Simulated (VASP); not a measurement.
# W in VASP: single point with PBEsol

Aim: the single point of W with PBEsol.

Program: VASP 6.6.1. These are calculated values, not measurements. Logs are shortened: lines on timing, memory, paths and dates and some standing lists are left out, and cuts for length are marked.

### Step 1. The slab as given

The cell holds a slab with vacuum, 4 atoms: a = 3.036 Å, b = 3.036 Å, c = 25.726 Å, α = 90.00°, β = 90.00°, γ = 90.00°.

The cell was built by a generator and needn't be a form met in nature.

### Step 2. Single point, PBEsol

Input file INCAR:

```
SYSTEM = W
  PREC = Accurate
  ENCUT = 520
  EDIFF = 1E-7
  ISMEAR = 1
  SIGMA = 0.1
  LREAL = .FALSE.
  LASPH = .TRUE.
  NELM = 100
  ALGO = Fast
  ISIF = 2
  LWAVE = .FALSE.
  LCHARG = .FALSE.
  LDIPOL = .TRUE.
  IDIPOL = 3
  DIPOL = 0.5 0.5 0.654
  GGA = PS
  NBANDS = 36
```

Input file KPOINTS:

```
Automatic mesh
0
G
  12 12 1
  0 0 0
```

Input file POSCAR:

```
W
1.0
    3.0355469260      0.0000000000      0.0000000000
    0.0000000000      3.0355469260      0.0000000000
    0.0000000000      0.0000000000     25.7262538274
W
4
Direct
    0.0000000000      0.0000000000      0.5624805331
    0.5000000000      0.5000000000      0.6216745730
    1.0000000000      0.0000000000      0.6874000463
    0.5000000000      0.5000000000      0.7456659145
```

Potentials or basis: VASP PAW PBE potentials, release 64 (W_sv).

Run with:

```
cat potpaw_PBE.64/W_sv/POTCAR > POTCAR
mpirun -np 1 vasp_std > vasp.out
```

OUTCAR:

```text
SYSTEM = W
   PREC = Accurate
   ENCUT = 520
   EDIFF = 1E-7
   ISMEAR = 1
   LREAL = .FALSE.
   LASPH = .TRUE.
   NELM = 100
   ISIF = 2
   GGA = PS

 ion  position               nearest neighbor table
   1  0.000  0.000  0.562-   2 2.63   2 2.63   2 2.63   2 2.63   3 3.21
   2  0.500  0.500  0.622-   1 2.63   1 2.63   1 2.63   1 2.63   3 2.73   3 2.73   3 2.73   3 2.73
                             4 3.19
   3  0.000  0.000  0.687-   4 2.62   4 2.62   4 2.62   4 2.62   2 2.73   2 2.73   2 2.73   2 2.73
                             1 3.21
   4  0.500  0.500  0.746-   3 2.62   3 2.62   3 2.62   3 2.62   2 3.19

  LATTYP: Found a simple tetragonal cell.
 ALAT       =     3.0355469260
 C/A-ratio  =     8.4749979014

  Lattice vectors:

 A1 = (   3.0355469260,   0.0000000000,   0.0000000000)
 A2 = (   0.0000000000,   3.0355469260,   0.0000000000)
 A3 = (   0.0000000000,   0.0000000000,  25.7262538274)

Analysis of symmetry for initial positions (statically):
=====================================================================
 Subroutine PRICEL returns:
 Original cell was already a primitive cell.

 Routine SETGRP: Setting up the symmetry group for a
 simple tetragonal supercell.

 Subroutine GETGRP returns: Found  8 space group operations
 (whereof  8 operations were pure point group operations)
 out of a pool of 16 trial point group operations.

The static configuration has the point symmetry C_4v.

Analysis of symmetry for dynamics (positions and initial velocities):
=====================================================================
 Subroutine PRICEL returns:
 Original cell was already a primitive cell.

 Routine SETGRP: Setting up the symmetry group for a
 simple tetragonal supercell.

 Subroutine GETGRP returns: Found  8 space group operations
 (whereof  8 operations were pure point group operations)
 out of a pool of 16 trial point group operations.

The dynamic configuration has the point symmetry C_4v.

 Subroutine INISYM returns: Found  8 space group operations
 (whereof  8 operations are pure point group operations),
 and found     1 'primitive' translations

----------------------------------------------------------------------------------------

                                     Primitive cell

  volume of cell :     237.0557

  direct lattice vectors                    reciprocal lattice vectors
     3.035546926  0.000000000  0.000000000     0.329429926  0.000000000  0.000000000
     0.000000000  3.035546926  0.000000000     0.000000000  0.329429926  0.000000000
     0.000000000  0.000000000 25.726253827     0.000000000  0.000000000  0.038870797

  length of vectors
     3.035546926  3.035546926 25.726253827     0.329429926  0.329429926  0.038870797

  position of ions in fractional coordinates (direct lattice)
     0.000000000  0.000000000  0.562480533
     0.500000000  0.500000000  0.621674573
     0.000000000  0.000000000  0.687400046
     0.500000000  0.500000000  0.745665915

  ion indices of the primitive-cell ions
   primitive index   ion index
                 1           1
                 2           2
                 3           3
                 4           4

----------------------------------------------------------------------------------------

 KPOINTS: Automatic mesh

Automatic generation of k-mesh.
 Grid dimensions read from file:
 generate k-points for:   12   12    1

 Generating k-lattice:

  Cartesian coordinates                     Fractional coordinates (reciprocal lattice)
     0.027452494  0.000000000  0.000000000     0.083333333  0.000000000  0.000000000
     0.000000000  0.027452494  0.000000000     0.000000000  0.083333333  0.000000000
     0.000000000  0.000000000  0.038870797     0.000000000  0.000000000  1.000000000

  Length of vectors
     0.027452494  0.027452494  0.038870797

  Shift w.r.t. Gamma in fractional coordinates (k-lattice)
     0.000000000  0.000000000  0.000000000

 Subroutine IBZKPT returns following result:
 ===========================================

 Found     28 irreducible k-points:

 Following reciprocal coordinates:
            Coordinates               Weight
  0.000000  0.000000  0.000000      1.000000
  0.083333  0.000000  0.000000      4.000000
  0.166667  0.000000  0.000000      4.000000
  0.250000  0.000000  0.000000      4.000000
  0.333333  0.000000  0.000000      4.000000
  0.416667  0.000000  0.000000      4.000000
[... 16 lines left out ...]
  0.333333  0.333333  0.000000      4.000000
  0.416667  0.333333  0.000000      8.000000
 [... further k-points ...]
   k-points           NKPTS =     28   k-points in BZ     NKDIM =     28   number of bands    NBANDS=     36
   number of dos      NEDOS =    301   number of ions     NIONS =      4
   total plane-waves  NPLWV = 110592
   dimension x,y,z NGX =    24 NGY =   24 NGZ =  192
   dimension x,y,z NGXF=    48 NGYF=   48 NGZF=  384
   ions per type =               4
   NGX,Y,Z   is equivalent  to a cutoff of  13.14, 13.14, 12.41 a.u.
   NGXF,Y,Z  is equivalent  to a cutoff of  26.29, 26.29, 24.81 a.u.
 SYSTEM =  W
   PREC   = accura    normal or accurate (medium, high low for compatibility)
   ISTART =      0    job   : 0-new  1-cont  2-samecut
   ICHARG =      2    charge: 1-file 2-atom 10-const
   ISPIN  =      1    spin polarized calculation?
   LNONCOLLINEAR =      F non collinear calculations
   LSORBIT =      F    spin-orbit coupling
   LASPH  =      T    aspherical Exc in radial PAW
   ENCUT  =  520.0 eV  38.22 Ry    6.18 a.u.   5.64  5.64 47.83*2*pi/ulx,y,z
   NELM   =    100;   NELMIN=  2; NELMDL= -5     # of ELM steps
   EDIFF  = 0.1E-06   stopping-criterion for ELM
   LREAL  =      F    real-space projection
   EDIFFG = 0.1E-05   stopping-criterion for IOM
   NSW    =      0    number of steps for IOM
   IBRION =     -1    ionic relax: 0-MD 1-quasi-New 2-CG
   NFREE  =      0    steps in history (QN), initial steepest desc. (CG)
   ISIF   =      2    stress and relaxation
   ISYM   =      2    0-nonsym 1-usesym 2-fastsym
   POTIM  = 0.5000    time-step for ionic-motion
   TEBEG  =    0.0;   TEEND  =   0.0 temperature during run
   PSTRESS=    0.0 pullay stress
   NELECT =      56.0000    total number of electrons
   NUPDOWN=      -1.0000    fix difference up-down
   EMIN   =  10.00;   EMAX   =-10.00  energy-range for DOS
   EFERMI =   0.00;   METHOD = LEGACY
   ISMEAR =     1;   SIGMA  =   0.10  broadening in eV -4-tet -1-fermi 0-gaus
   EFERMI_NEDOS =   21; number of points for ismear=-14 and -15
   IALGO  =     68    algorithm
   IMIX   =      4    mixing-type and parameters
     AMIX     =   0.40;   BMIX     =  1.00
     AMIX_MAG =   1.60;   BMIX_MAG =  1.00
  volume/ion in A,a.u.               =      59.26       399.93
  Fermi-wavevector in a.u.,A,eV,Ry     =   1.012016  1.912433 13.934764  1.024176
  Thomas-Fermi vector in A             =   2.145100
   LORBIT       =      0    0 simple, 1 ext, 2 COOP (PROOUT), +10 PAW based schemes
   GGA     = PS    functional components
   LHFCALC =     F    Hartree Fock is set to
   AEXX    =    0.0000 exact exchange contribution
   IVDW    =     0    specifies the selected vdW correction
   LEPSILON=     F    determine dielectric tensor
   LRPA    =     F    only Hartree local field effects (RPA)
 non-spin polarized calculation
 RMM-DIIS sequential band-by-band and
 Methfessel and Paxton  Order N= 1 SIGMA  =   0.10
  energy-cutoff  :      520.00
  volume of cell :      237.06
 maximum number of plane-waves:      6432
 NGX is ok and might be reduce to    24
   NGX = 11   NGY = 11   NGZ = 95

 dipolmoment           0.000000      0.000000      0.000203 electrons x Angstroem

 number of electron      55.9999988 magnetization

 dipolmoment           0.000000      0.000000     -0.000863 electrons x Angstroem

 Free energy of the ion-electron system (eV)
  ---------------------------------------------------
  ext. energy  EPLUGINS =         0.00000000
  ---------------------------------------------------
  free energy    TOTEN  =       -49.86731406 eV

  energy without entropy =      -49.87129802  energy(sigma->0) =      -49.86864205

 E-fermi :  -0.1475     XC(G=0):  -4.4791

 val. band max:       -0.1529364925   @ k =   0.0000   0.0000   0.0000
 cond. band min:      -0.0924504738   @ k =   0.4167   0.0000   0.0000
 fundamental gap:      0.0604860186
 Fermi energy:        -0.1475337633

 k-point     1 :       0.0000    0.0000    0.0000
  band No.  band energies     occupation
      1     -73.8596      2.00000
      2     -73.7916      2.00000
      3     -73.6477      2.00000
      4     -73.5860      2.00000
      5     -38.5058      2.00000
      6     -38.3421      2.00000
[... 28 lines left out ...]
     35       3.0693      0.00000
     36       3.6969      0.00000

 k-point     2 :       0.0833    0.0000    0.0000
  band No.  band energies     occupation
      1     -73.8540      2.00000
      2     -73.7880      2.00000
      3     -73.6492      2.00000
      4     -73.5895      2.00000
      5     -38.5059      2.00000
      6     -38.4169      2.00000
[... 28 lines left out ...]
     35       2.7259      0.00000
     36       3.2410      0.00000

 k-point     3 :       0.1667    0.0000    0.0000
  band No.  band energies     occupation
      1     -73.8378      2.00000
      2     -73.7777      2.00000
      3     -73.6536      2.00000
      4     -73.6001      2.00000
      5     -38.5291      2.00000
      6     -38.5196      2.00000
[... 28 lines left out ...]
     35       2.6133      0.00000
     36       3.1484      0.00000
[... 742 lines left out ...]
 k-point    23 :       0.3333    0.3333    0.0000
  band No.  band energies     occupation
      1     -73.7363      2.00000
      2     -73.7111      2.00000
      3     -73.6810      2.00000
      4     -73.6609      2.00000
      5     -38.6588      2.00000
      6     -38.5835      2.00000
[... 28 lines left out ...]
     35       3.1794      0.00000
     36       3.7682      0.00000

 k-point    24 :       0.4167    0.3333    0.0000
  band No.  band energies     occupation
      1     -73.7182      2.00000
      2     -73.6986      2.00000
      3     -73.6886      2.00000
      4     -73.6721      2.00000
      5     -38.7050      2.00000
      6     -38.6582      2.00000
[... 28 lines left out ...]
     35       3.7435      0.00000
     36       3.9867      0.00000

 [... further k-points ...]

------------------------ aborting loop because EDIFF is reached ----------------------------------------

 vacuum level on the upper side and lower side of the slab       (xc-potential included)        -0.018        -0.001

  FORCE on cell =-STRESS in cart. coord.  units (eV):
  Direction    XX          YY          ZZ          XY          YZ          ZX
  --------------------------------------------------------------------------------------
  -------------------------------------------------------------------------------------
  Total        1.2565766      1.2565766     -0.4279932      0.0000000     -0.0000000      0.0000000
  in kB        8.4927650      8.4927650     -2.8926577      0.0000000     -0.0000000      0.0000000
  external PRESSURE =       4.6976241 kB  Pullay stress =       0.0000000 kB

 VOLUME and BASIS-vectors are now :
 -----------------------------------------------------------------------------
  energy-cutoff  :      520.00
  volume of cell :      237.06
      direct lattice vectors                 reciprocal lattice vectors
     3.035546926  0.000000000  0.000000000     0.329429926  0.000000000  0.000000000
     0.000000000  3.035546926  0.000000000     0.000000000  0.329429926  0.000000000
     0.000000000  0.000000000 25.726253827     0.000000000  0.000000000  0.038870797

 POSITION                                       TOTAL-FORCE (eV/Angst)
 -----------------------------------------------------------------------------------
      0.00000      0.00000     14.47052         0.000000      0.000000      0.428658
      1.51777      1.51777     15.99336         0.000000      0.000000     -0.704145
      0.00000      0.00000     17.68423        -0.000000      0.000000      0.407668
      1.51777      1.51777     19.18319         0.000000     -0.000000     -0.132181
 -----------------------------------------------------------------------------------
    total drift:                                0.000000     -0.000000     -0.000218

  FREE ENERGIE OF THE ION-ELECTRON SYSTEM (eV)
  ---------------------------------------------------
  free  energy   TOTEN  =       -49.8673140598 eV

  energy  without entropy=      -49.8712980241  energy(sigma->0) =      -49.86864205

 vacuum level on the upper side and lower side of the slab         4.154         4.170
```

Run time: 4.5 min. Hardware: 1 thread of Intel Xeon 6975P-C (Granite Rapids), shared host; peak memory 0.43 GiB.

What came out:

- Free energy: -49.8673 eV
- Largest force: 0.704 eV/Å
- Band gap on the k mesh: none (metal or under the smearing width)

Forces on the atoms (eV/Å):
```
W    0.000  0.000  0.429
W    0.000  0.000 -0.704
W    0.000  0.000  0.408
W    0.000  0.000 -0.132
```

Caveat: the PAW data sets were made with another functional, which shifts forces and pressure a little.
